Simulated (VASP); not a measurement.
# Tl (Im-3m) in VASP: notebook, part 2 of 2

VASP 6.6.1. The steps go on from the part before.

### 3 Electric field gradients, PBEsol

INCAR reads:

```
SYSTEM = Tl
PREC = Accurate
ENCUT = 520
EDIFF = 1E-8
ISMEAR = -1
SIGMA = 0.05
LREAL = .False.
LASPH = .True.
NELM = 60
ALGO = Fast
ISIF = 2
LWAVE = .False.
LCHARG = .False.
GGA = PS
LEFG = .True.
NBANDS = 12
```

KPOINTS reads:

```
Automatic mesh
0
Gamma
  13 13 13
  0 0 0
```

POSCAR reads:

```
Tl
1.0
   -1.9410000000      1.9410000000      1.9410000000
    1.9410000000     -1.9410000000      1.9410000000
    1.9410000000      1.9410000000     -1.9410000000
Tl
1
Direct
    0.0000000000      0.0000000000      0.0000000000
```

Potentials or basis: VASP PAW PBE potentials, release 64 (Tl_d).

On the command line:

```sh
$ cat potpaw_PBE.64/Tl_d/POTCAR > POTCAR
$ mpirun -np 1 vasp_std > vasp.out
```

OUTCAR:

```text
SYSTEM = Tl
   PREC = Accurate
   ENCUT = 520
   EDIFF = 1E-8
   ISMEAR = -1
   LREAL = .False.
   LASPH = .True.
   NELM = 60
   ISIF = 2
   GGA = PS

 ion  position               nearest neighbor table
   1  0.000  0.000  0.000-

  LATTYP: Found a body centered cubic cell.
 ALAT       =     3.8820000000

  Lattice vectors:

 A1 = (  -1.9410000000,   1.9410000000,   1.9410000000)
 A2 = (   1.9410000000,  -1.9410000000,   1.9410000000)
 A3 = (   1.9410000000,   1.9410000000,  -1.9410000000)

Analysis of symmetry for initial positions (statically):
=====================================================================
 Subroutine PRICEL returns:
 Original cell was already a primitive cell.

 Routine SETGRP: Setting up the symmetry group for a
 body centered cubic supercell.

 Subroutine GETGRP returns: Found 48 space group operations
 (whereof 48 operations were pure point group operations)
 out of a pool of 48 trial point group operations.

The static configuration has the point symmetry O_h .

Analysis of symmetry for dynamics (positions and initial velocities):
=====================================================================
 Subroutine PRICEL returns:
 Original cell was already a primitive cell.

 Routine SETGRP: Setting up the symmetry group for a
 body centered cubic supercell.

 Subroutine GETGRP returns: Found 48 space group operations
 (whereof 48 operations were pure point group operations)
 out of a pool of 48 trial point group operations.

The dynamic configuration has the point symmetry O_h .

 Subroutine INISYM returns: Found 48 space group operations
[... 164 lines left out ...]
     11      18.4151      0.00000
     12      18.4151      0.00000
[... 331 lines left out ...]
 k-point    24 :       0.2308    0.0769    0.0769
  band No.  band energies     occupation
      1      -5.5304      2.00000
      2      -5.4589      2.00000
      3      -5.0636      2.00000
      4      -5.0182      2.00000
      5      -5.0053      2.00000
      6      -1.3031      2.00000
      7       7.7736      0.00000
      8      11.4120      0.00000
      9      12.5301      0.00000
     10      18.6616      0.00000
     11      19.2176      0.00000
     12      20.7138      0.00000

 [... further k-points ...]

------------------------ aborting loop because EDIFF is reached ----------------------------------------

  FORCE on cell =-STRESS in cart. coord.  units (eV):
  Direction    XX          YY          ZZ          XY          YZ          ZX
  --------------------------------------------------------------------------------------
  -------------------------------------------------------------------------------------
  Total       -0.1523963     -0.1523963     -0.1523963      0.0000000      0.0000000     -0.0000000
  in kB       -8.3473438     -8.3473438     -8.3473438      0.0000000      0.0000000     -0.0000000
  external PRESSURE =      -8.3473438 kB  Pullay stress =       0.0000000 kB

 VOLUME and BASIS-vectors are now :
 -----------------------------------------------------------------------------
  energy-cutoff  :      520.00
  volume of cell :       29.25
      direct lattice vectors                 reciprocal lattice vectors
    -1.941000000  1.941000000  1.941000000     0.000000000  0.257599176  0.257599176
     1.941000000 -1.941000000  1.941000000     0.257599176  0.000000000  0.257599176
     1.941000000  1.941000000 -1.941000000     0.257599176  0.257599176  0.000000000

 POSITION                                       TOTAL-FORCE (eV/Angst)
 -----------------------------------------------------------------------------------
      0.00000      0.00000      0.00000        -0.000000     -0.000000      0.000000
 -----------------------------------------------------------------------------------
    total drift:                               -0.000000     -0.000000     -0.000000

  FREE ENERGIE OF THE ION-ELECTRON SYSTEM (eV)
  ---------------------------------------------------
  free  energy   TOTEN  =        -2.6245506267 eV

  energy  without entropy=       -2.6189351472  energy(sigma->0) =       -2.62174289

 Electric field gradients (V/A^2)
---------------------------------------------------------------------
 ion       V_xx      V_yy      V_zz      V_xy      V_xz      V_yz
---------------------------------------------------------------------
   1      -0.000    -0.000     0.000     0.001     0.001     0.001
---------------------------------------------------------------------

 Electric field gradients after diagonalization (V/A^2)
 (convention: |V_zz| > |V_xx| > |V_yy|)
----------------------------------------------------------------------
 ion       V_xx      V_yy      V_zz     asymmetry (V_yy - V_xx)/ V_zz
----------------------------------------------------------------------
   1      -0.001    -0.001     0.001       0.000
----------------------------------------------------------------------

           NMR quadrupolar parameters

 Cq : quadrupolar parameter    Cq=e*Q*V_zz/h
 eta: asymmetry parameters     (V_yy - V_xx)/ V_zz
 Q  : nuclear electric quadrupole moment in mb (millibarn)
----------------------------------------------------------------------
 ion       Cq(MHz)       eta       Q (mb)
----------------------------------------------------------------------
   1       0.000       0.000       1.000
----------------------------------------------------------------------
```

OSZICAR:

```text
N       E                     dE             d eps       ncg     rms          rms(c)
DAV:   1     0.517376878389E+02    0.51738E+02   -0.66478E+03  2108   0.934E+02
DAV:   2    -0.199387472054E+01   -0.53732E+02   -0.52667E+02  2312   0.215E+02
DAV:   3    -0.265778173131E+01   -0.66391E+00   -0.66327E+00  2404   0.216E+01
[... 13 lines left out ...]
RMM:  17    -0.262455070304E+01    0.93771E-07   -0.29853E-08  1772   0.139E-03    0.743E-04
RMM:  18    -0.262455068079E+01    0.22252E-07   -0.28197E-09  1196   0.472E-04    0.526E-04
RMM:  19    -0.262455065770E+01    0.23091E-07   -0.16617E-09  1157   0.342E-04    0.308E-04
RMM:  20    -0.262455063650E+01    0.21202E-07   -0.11856E-09  1068   0.301E-04    0.138E-04
RMM:  21    -0.262455062673E+01    0.97673E-08   -0.40728E-10   587   0.192E-04
   1 F= -.26245506E+01 E0= -.26217429E+01  d E =-.561548E-02
```

Wall time 38 s (1 thread of Intel Xeon Platinum 8375C at 2.90GHz (Ice Lake), shared host); peak memory 0.16 GiB.

Results:

| Property | Result |
| --- | --- |
| Free energy | -2.6246 eV |
| Pressure | -0.8 GPa |
| Band gap on the k mesh | none (metal or under the smearing width) |

Electric field gradients, principal values (V/Å²):
```
atom     Vxx     Vyy    Vzz
1 Tl  -0.001  -0.001  0.001
```

Caveat: the PAW data sets were made with another functional, which shifts forces and pressure a little. The run has no spin-orbit coupling, so splittings on Tl are missing.
